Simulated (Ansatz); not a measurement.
Relaxation of a periodic cell of 37 atoms, Si12HO24 (host SiO2, host structure Cmcm, interstitial H), to a largest force component of 0.03 eV/Å in at most 60 steps.

All numbers below come from Ansatz 0.2.0, DFT PBEsol, scalar-relativistic, plane waves, PAW. Settings: PAW set soft_1, cutoff 420 eV, k mesh 2x2x1, gaussian smearing 0.02 eV, spin collinear.

```xyz
37
Lattice="3.7515 -8.0991 0.0000 3.7515 8.0991 0.0000 0.0000 0.0000 10.4601" Properties=species:S:1:pos:R:3
Si 1.550 3.177 1.308
Si 1.550 -3.177 3.923
Si 5.953 3.177 1.308
Si 5.953 -3.177 3.923
Si 3.752 0.922 1.308
Si 3.752 -0.922 3.923
O 1.876 4.050 2.615
O 1.876 -4.050 2.615
O 1.876 -4.050 0.000
O 1.876 4.050 0.000
O 2.429 1.837 1.308
O 2.429 -1.837 3.923
O 5.074 1.837 1.308
O 5.074 -1.837 3.923
O 3.752 -5.347 1.308
O 3.752 5.347 3.923
O 3.752 0.000 0.000
O 3.752 0.000 2.615
Si 1.550 3.177 6.538
Si 1.550 -3.177 9.153
Si 5.953 3.177 6.538
Si 5.953 -3.177 9.153
Si 3.752 0.922 6.538
Si 3.752 -0.922 9.153
O 1.876 4.050 7.845
O 1.876 -4.050 7.845
O 1.876 -4.050 5.230
O 1.876 4.050 5.230
O 2.429 1.837 6.538
O 2.429 -1.837 9.153
O 5.074 1.837 6.538
O 5.074 -1.837 9.153
O 3.752 -5.347 6.538
O 3.752 5.347 9.153
O 3.752 0.000 5.230
O 3.752 0.000 7.845
H 8.454 1.466 9.161
```

Task: Where does it end, and by what steps?

Result: The forces met the threshold. The force dipped under the threshold on the way, but the program's further checks kept it going. Limits of this set-up: coarse k mesh, PAW files made for another functional. After 6 steps the energy has fallen by 0.024 eV; H37 moved furthest, 0.45 Å.

```csv
step,energy less start (eV),largest force component (eV/Å),accepted
0,0.0000,0.212,yes
1,-0.0067,0.176,yes
2,-0.0199,0.107,yes
3,-0.0223,0.062,yes
4,-0.0235,0.024,yes
5,-0.0235,0.024,yes
6,-0.0235,0.024,yes
```

```xyz
37
Lattice="3.7515 -8.0991 0.0000 3.7515 8.0991 0.0000 0.0000 0.0000 10.4601" Properties=species:S:1:pos:R:3
Si 1.553 3.186 1.308
Si 1.551 -3.162 3.923
Si 5.960 3.184 1.309
Si 5.961 -3.162 3.923
Si 3.757 0.933 1.308
Si 3.757 -0.911 3.923
O 1.883 4.062 2.615
O 1.878 -4.038 2.615
O 1.881 -4.040 0.000
O 1.881 4.063 0.001
O 2.426 1.837 1.310
O 2.424 -1.814 3.923
O 5.090 1.835 1.308
O 5.089 -1.814 3.923
O 3.757 -5.360 1.312
O 3.756 5.386 3.923
O 3.757 0.011 0.001
O 3.757 0.010 2.615
Si 1.553 3.186 6.537
Si 1.553 -3.164 9.153
Si 5.960 3.184 6.537
Si 5.961 -3.162 9.153
Si 3.757 0.933 6.537
Si 3.757 -0.910 9.153
O 1.881 4.063 7.845
O 1.881 -4.040 7.845
O 1.878 -4.038 5.230
O 1.883 4.062 5.230
O 2.426 1.837 6.535
O 2.425 -1.816 9.153
O 5.090 1.835 6.537
O 5.090 -1.813 9.153
O 3.757 -5.360 6.534
O 3.757 5.383 9.153
O 3.757 0.010 5.230
O 3.757 0.011 7.845
H 8.262 1.061 9.152
```

Whether the end is a true minimum wasn't checked by a vibrational analysis.

The run took 68 s on 4 threads of Arm Neoverse V1, on a shared host, peak memory 1.9 GiB.
